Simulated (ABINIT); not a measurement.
Crystal: CdS.

```
Cd S
1.0
     0.00000    2.75324    2.75324
     2.75324    0.00000    2.75324
     2.75324    2.75324    0.00000
Cd S
1 1
Cartesian
  0.0000 0.0000 0.0000
  2.7532 2.7532 2.7532
```

Measurements of this composition are mostly on another form, of space group No. 186.

Base run:

- Program: ABINIT 10.8.3 (patched build)
- Functional: PBE0-1/3
- Potentials or basis: SG15 NC PBE v1.2
- Cutoff: 599 eV
- k mesh: 6 × 6 × 6
- Occupations: fermi-dirac, width 0.05 eV
- Spin: no spin polarisation

Its results: band gap on the k mesh 2.27 eV, indirect (least direct gap 3.94 eV).

Problem. The run is repeated on the same cell with these changes: functional from PBE0-1/3 to HSE03(Libxc); occupations from fermi-dirac, width 0.05 eV to fixed. What comes out?

Solution. Band gap on the k mesh 1.06 eV, indirect (least direct gap 2.58 eV).

Caveats: exact exchange is summed on a coarse mesh, which widens gaps by tenths of an eV; Libxc's HSE differs a little from that of other programs (some runs).

A k mesh can miss the band edges.
